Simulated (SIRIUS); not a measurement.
A run of SIRIUS 7.12.0 is set up as follows.

sirius.json

```json
{
  "control": {
    "processing_unit": "cpu",
    "std_evp_solver_name": "lapack",
    "gen_evp_solver_name": "lapack",
    "verbosity": 2,
    "print_forces": true,
    "ortho_rf": true,
    "use_second_variation": true,
    "rmt_max": 3.0,
    "num_bands_to_print": 24,
    "save_wf": true
  },
  "parameters": {
    "electronic_structure_method": "full_potential_lapwlo",
    "xc_functionals": ["XC_GGA_X_PBE_SOL", "XC_GGA_C_PBE_SOL"],
    "core_relativity": "dirac",
    "valence_relativity": "iora",
    "num_fv_states": 38,
    "smearing": "fermi_dirac",
    "smearing_width": 0.0018374661,
    "pw_cutoff": 20,
    "gk_cutoff": 3.54,
    "lmax_apw": 10,
    "lmax_rho": 8,
    "lmax_pot": 8,
    "num_mag_dims": 0,
    "auto_rmt": 0,
    "ngridk": [8, 8, 5],
    "shiftk": [0, 0, 0],
    "num_dft_iter": 80,
    "energy_tol": 1e-07,
    "density_tol": 1e-05,
    "use_symmetry": true
  },
  "settings": {"tol_ne": 1e-10},
  "iterative_solver": {"type": "exact"},
  "mixer": {"type": "anderson", "beta": 0.5, "max_history": 8},
  "unit_cell": {
    "lattice_vectors": [[7.1771798213, 0.0, 0.0], [-3.5885899107, 6.2156200529, 0.0], [0.0, 0.0, 11.7011841637]],
    "atom_types": ["Se", "Zr"],
    "atom_files": {"Se": "Se.json", "Zr": "Zr.json"},
    "atoms": {"Se": [[0.6666666667, 0.3333333333, 0.75], [0.3333333333, 0.6666666667, 0.25]], "Zr": [[0.0, 0.0, 0.0]]}
  }
}
```

The input Se.json:

```json
{
  "name": "selenium",
  "symbol": "Se",
  "number": 34,
  "mass": 78.96,
  "rmin": 1e-06,
  "rmt": 2.37,
  "nrmt": 800,
  "rinf": 13.6,
  "core": "1s2s2p3s",
  "valence": [
    {"basis": [{"enu": -0.03, "dme": 0, "n": 0, "auto": 0}, {"enu": -0.03, "dme": 1, "n": 0, "auto": 0}]},
    {"l": 0, "n": 1, "basis": [{"enu": -0.0783, "dme": 0, "n": 0, "auto": 0}]},
    {"l": 1, "n": 2, "basis": [{"enu": 0.07, "dme": 0, "n": 0, "auto": 0}]},
    {"l": 2, "n": 3, "basis": [{"enu": 0.07, "dme": 0, "n": 0, "auto": 0}]},
    {"l": 3, "n": 4, "basis": [{"enu": 0.07, "dme": 0, "n": 0, "auto": 0}]}
  ],
  "lo": [
    {
      "l": 0,
      "basis": [{"enu": -0.0783, "dme": 0, "n": 0, "auto": 0}, {"enu": -0.0783, "dme": 1, "n": 0, "auto": 0}]
    },
    {
      "l": 0,
      "basis": [{"enu": -0.0783, "dme": 1, "n": 0, "auto": 0}, {"enu": -0.0783, "dme": 2, "n": 0, "auto": 0}]
    },
    {
      "l": 0,
      "basis": [{"enu": -0.0783, "dme": 0, "n": 0, "auto": 0}, {"enu": 2.0581, "dme": 0, "n": 0, "auto": 0}]
    },
    {"l": 1, "basis": [{"enu": 0.07, "dme": 0, "n": 0, "auto": 0}, {"enu": 0.07, "dme": 1, "n": 0, "auto": 0}]},
    {
      "l": 1,
      "basis": [{"enu": -5.2906, "dme": 0, "n": 3, "auto": 1}, {"enu": -5.2906, "dme": 1, "n": 3, "auto": 1}]
    },
    {
      "l": 1,
      "basis": [{"enu": -5.2906, "dme": 1, "n": 3, "auto": 1}, {"enu": 0.07, "dme": 0, "n": 0, "auto": 0}]
    },
    {"l": 1, "basis": [{"enu": 0.07, "dme": 0, "n": 0, "auto": 0}, {"enu": 3.3458, "dme": 0, "n": 0, "auto": 0}]},
    {"l": 2, "basis": [{"enu": 0.07, "dme": 0, "n": 0, "auto": 0}, {"enu": 0.07, "dme": 1, "n": 0, "auto": 0}]},
    {
      "l": 2,
      "basis": [{"enu": -1.6495, "dme": 0, "n": 3, "auto": 1}, {"enu": -1.6495, "dme": 1, "n": 3, "auto": 1}]
    },
    {
      "l": 2,
      "basis": [{"enu": -1.6495, "dme": 1, "n": 3, "auto": 1}, {"enu": 0.07, "dme": 0, "n": 0, "auto": 0}]
    },
    {"l": 2, "basis": [{"enu": 0.07, "dme": 0, "n": 0, "auto": 0}, {"enu": 3.7731, "dme": 0, "n": 0, "auto": 0}]},
    {"l": 3, "basis": [{"enu": 0.07, "dme": 0, "n": 0, "auto": 0}, {"enu": 0.07, "dme": 1, "n": 0, "auto": 0}]},
    {"l": 3, "basis": [{"enu": 0.07, "dme": 0, "n": 0, "auto": 0}, {"enu": 3.1678, "dme": 0, "n": 0, "auto": 0}]}
  ],
  "free_atom": [... radial grid and density of the free atom, the start of the SCF ...]
}
```

Zr.json

```json
{
  "name": "zirconium",
  "symbol": "Zr",
  "number": 40,
  "mass": 91.224,
  "rmin": 1e-06,
  "rmt": 2.52,
  "nrmt": 800,
  "rinf": 17.42,
  "core": "1s2s2p3s3p3d",
  "valence": [
    {"basis": [{"enu": -0.03, "dme": 0, "n": 0, "auto": 0}, {"enu": -0.03, "dme": 1, "n": 0, "auto": 0}]},
    {"l": 0, "n": 1, "basis": [{"enu": 0.07, "dme": 0, "n": 0, "auto": 0}]},
    {"l": 1, "n": 2, "basis": [{"enu": 0.07, "dme": 0, "n": 0, "auto": 0}]},
    {"l": 2, "n": 3, "basis": [{"enu": 0.07, "dme": 0, "n": 0, "auto": 0}]},
    {"l": 3, "n": 4, "basis": [{"enu": 0.07, "dme": 0, "n": 0, "auto": 0}]}
  ],
  "lo": [
    {"l": 0, "basis": [{"enu": 0.07, "dme": 0, "n": 0, "auto": 0}, {"enu": 0.07, "dme": 1, "n": 0, "auto": 0}]},
    {
      "l": 0,
      "basis": [{"enu": -1.7912, "dme": 0, "n": 4, "auto": 1}, {"enu": -1.7912, "dme": 1, "n": 4, "auto": 1}]
    },
    {
      "l": 0,
      "basis": [{"enu": -1.7912, "dme": 1, "n": 4, "auto": 1}, {"enu": 0.07, "dme": 0, "n": 0, "auto": 0}]
    },
    {"l": 0, "basis": [{"enu": 0.07, "dme": 0, "n": 0, "auto": 0}, {"enu": 2.5895, "dme": 0, "n": 0, "auto": 0}]},
    {"l": 1, "basis": [{"enu": 0.07, "dme": 0, "n": 0, "auto": 0}, {"enu": 0.07, "dme": 1, "n": 0, "auto": 0}]},
    {
      "l": 1,
      "basis": [{"enu": -0.9859, "dme": 0, "n": 4, "auto": 1}, {"enu": -0.9859, "dme": 1, "n": 4, "auto": 1}]
    },
    {
      "l": 1,
      "basis": [{"enu": -0.9859, "dme": 1, "n": 4, "auto": 1}, {"enu": 0.07, "dme": 0, "n": 0, "auto": 0}]
    },
    {"l": 1, "basis": [{"enu": 0.07, "dme": 0, "n": 0, "auto": 0}, {"enu": 2.9675, "dme": 0, "n": 0, "auto": 0}]},
    {"l": 2, "basis": [{"enu": 0.07, "dme": 0, "n": 0, "auto": 0}, {"enu": 0.07, "dme": 1, "n": 0, "auto": 0}]},
    {"l": 2, "basis": [{"enu": 0.07, "dme": 1, "n": 0, "auto": 0}, {"enu": 0.07, "dme": 2, "n": 0, "auto": 0}]},
    {"l": 2, "basis": [{"enu": 0.07, "dme": 0, "n": 0, "auto": 0}, {"enu": 2.5265, "dme": 0, "n": 0, "auto": 0}]},
    {"l": 3, "basis": [{"enu": 0.07, "dme": 0, "n": 0, "auto": 0}, {"enu": 0.07, "dme": 1, "n": 0, "auto": 0}]},
    {"l": 3, "basis": [{"enu": 0.07, "dme": 0, "n": 0, "auto": 0}, {"enu": 2.81, "dme": 0, "n": 0, "auto": 0}]}
  ],
  "free_atom": [... radial grid and density of the free atom, the start of the SCF ...]
}
```

File sirius_start.json:

```json
{
  "control": {
    "processing_unit": "cpu",
    "std_evp_solver_name": "lapack",
    "gen_evp_solver_name": "lapack",
    "verbosity": 1,
    "print_forces": false,
    "ortho_rf": true,
    "use_second_variation": true,
    "rmt_max": 3.0,
    "num_bands_to_print": 24,
    "save_wf": false
  },
  "parameters": {
    "electronic_structure_method": "full_potential_lapwlo",
    "xc_functionals": ["XC_LDA_X", "XC_LDA_C_PW"],
    "core_relativity": "dirac",
    "valence_relativity": "iora",
    "num_fv_states": 38,
    "smearing": "fermi_dirac",
    "smearing_width": 0.0055123983,
    "pw_cutoff": 20,
    "gk_cutoff": 2.84,
    "lmax_apw": 10,
    "lmax_rho": 8,
    "lmax_pot": 8,
    "num_mag_dims": 0,
    "auto_rmt": 0,
    "ngridk": [3, 3, 2],
    "shiftk": [0, 0, 0],
    "num_dft_iter": 30,
    "energy_tol": 0.01,
    "density_tol": 0.05,
    "use_symmetry": true
  },
  "settings": {"tol_ne": 1e-10},
  "iterative_solver": {"type": "exact"},
  "mixer": {"type": "anderson", "beta": 0.5, "max_history": 8},
  "unit_cell": {
    "lattice_vectors": [[7.1771798213, 0.0, 0.0], [-3.5885899107, 6.2156200529, 0.0], [0.0, 0.0, 11.7011841637]],
    "atom_types": ["Se", "Zr"],
    "atom_files": {"Se": "Se.json", "Zr": "Zr.json"},
    "atoms": {"Se": [[0.6666666667, 0.3333333333, 0.75], [0.3333333333, 0.6666666667, 0.25]], "Zr": [[0.0, 0.0, 0.0]]}
  }
}
```

Potentials or basis: all-electron FP-LAPW, apw+lo standard.

Run with:

```bash
$ OMP_NUM_THREADS=1 sirius.scf --input=sirius_start.json --output=start.json
$ OMP_NUM_THREADS=1 sirius.scf --input=sirius.json --output=output.json --task=1
```

Q: Estimate the band gap on the k mesh.

A: 0.36 eV, indirect (least direct gap 1.02 eV).

Q: Predict the largest force.

A: 0.088 eV/Å.

Forces on the atoms (eV/Å):
```
Zr   0.000  0.000  0.000
Se   0.000  0.000 -0.088
Se   0.000  0.000  0.088
```

Caveat: an odd mesh through Γ misses points on the zone boundary, where band edges often lie.

The gap isn't set beside the measured one, since this odd mesh misses points on the zone boundary.
